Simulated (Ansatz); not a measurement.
## Elastic constants of TaC at 15 GPa (stress–strain coefficients): input and output

The calculation used DFT PBEsol, scalar-relativistic, plane waves, PAW in Ansatz 0.2.0.

Launched with:
```bash
ansatz run input.yaml --threads 1 --pin off --max-ram 3072MiB --backend cpu --events-out ev --progress --plain --runs-dir out
```

Input (bare energies are in eV):
```yaml
crystal:
  lattice:
    - [0.0, 2.1906922073, 2.1906922073]
    - [2.1906922073, 0.0, 2.1906922073]
    - [2.1906922073, 2.1906922073, 0.0]
  atoms:
    - { symbol: Ta, position: [0.0, 0.0, 0.0] }
    - { symbol: C, position: [0.5, 0.5, 0.5] }
basis:
  ecutwfc: 420
kpoints:
  mp_grid: { grid: [16, 16, 16] }
hamiltonian:
  xc: pbesol
scf:
  occupations: { method: fermi_dirac, width: 0.15 }
output:
  forces: true
  stress: true
  eigenvalues: true
elastic:
  mode: relaxed_ion
  amplitude: 0.005
```

From the output:
```
--- Elastic constants: 2 strain directions × 4 members + reference (group order 48) ---
  dense FFT box of the reference and of every strained cell: 24×24×24
  strains applied: 11, 23; error gains: componentwise 1.00 (the most a stress slope's error grows in a printed constant), spectral 1.73 (1 for all six strains in a standard setting)
  C = ∂σ_k/∂η_j (tension-positive GPa; Voigt order 11 22 33 23 13 12):
       925.929    143.980    143.980     -0.000     -0.000     -0.000
       143.980    925.929    143.980     -0.000     -0.000     -0.000
       143.980    143.980    925.929      0.000      0.000     -0.000
        -0.000     -0.000      0.000    198.007      0.000     -0.000
        -0.000      0.000      0.000     -0.000    198.007      0.000
         0.000     -0.000     -0.000     -0.000     -0.000    198.007
  reference stress σ⁰ (GPa):    -15.000    -15.000    -15.000     -0.000      0.000      0.000
  C* (energy form; C + prestress term) asymmetry max|C*_kj − C*_jk| = 2.842e-14 GPa — a small one proves nothing (zero by symmetry where the batch's group is 432, −43m or m−3m); a large one is finite-difference/SCF noise where every solve ...
  moduli (Voigt/Reuss/Hill, GPa): K = 404.63/404.63/404.63   G = 275.19/246.71/260.95   E = 644.34   ν = 0.235
  mechanically stable: yes (min eigenvalue of sym C = 198.01 GPa)
  strain η (Voigt 11):  stress-route row diagonal C_11 = 925.93 GPa, energy-path curvature d²(F+E_count+ΔE)/dδ²/Ω₀ = 926.05 GPa
    cells at ±δ against ±2δ: C11 926.15 and 926.82 GPa, apart by 0.07 % of the column's largest entry
         δ    σ_11 (GPa) F (eV) n_scf n_hpsi n_pw
    -1.000e-2     -24.7546      -10054.5020967       7   84892    424   relax 0 steps, max|allowed force component| 1.77e-30 eV/Å
    -5.000e-3     -19.7518      -10054.5166820       3   72181    424   relax 0 steps, max|allowed force component| 1.58e-30 eV/Å
     5.000e-3     -10.4903      -10054.5364186       4   72237    428   relax 0 steps, max|allowed force component| 4.44e-31 eV/Å
     1.000e-2      -6.2181      -10054.5418969       6   74321    431   relax 0 steps, max|allowed force component| 2.96e-30 eV/Å
  strain η (Voigt 23):  stress-route row diagonal C_44 = 198.01 GPa, energy-path curvature d²(F+E_count+ΔE)/dδ²/Ω₀ = 205.56 GPa
    cells at ±δ against ±2δ: C44 197.99 and 197.92 GPa, apart by 0.03 % of the column's largest entry
         δ    σ_23 (GPa) F (eV) n_scf n_hpsi n_pw
    -1.000e-2      -1.9792      -10054.5267093       6  143491    425   relax 0 steps, max|allowed force component| 1.17e-29 eV/Å
    -5.000e-3      -0.9899      -10054.5277296       3  120813    424   relax 0 steps, max|allowed force component| 2.37e-30 eV/Å
     5.000e-3       0.9899      -10054.5277296       3  117979    424   relax 0 steps, max|allowed force component| 6.71e-30 eV/Å
     1.000e-2       1.9792      -10054.5267093       6  125972    425   relax 0 steps, max|allowed force component| 1.66e-29 eV/Å
```

The run took 22 s on 1 thread of AMD EPYC 9R45 96-Core Processor (Zen 5), with other jobs on the host, peak memory 0.53 GiB.

In a metal, frequencies and elastic constants depend on the k mesh and the smearing, soft modes and shear constants most. Spin–orbit coupling is left out, which can shift energies with elements as heavy as these.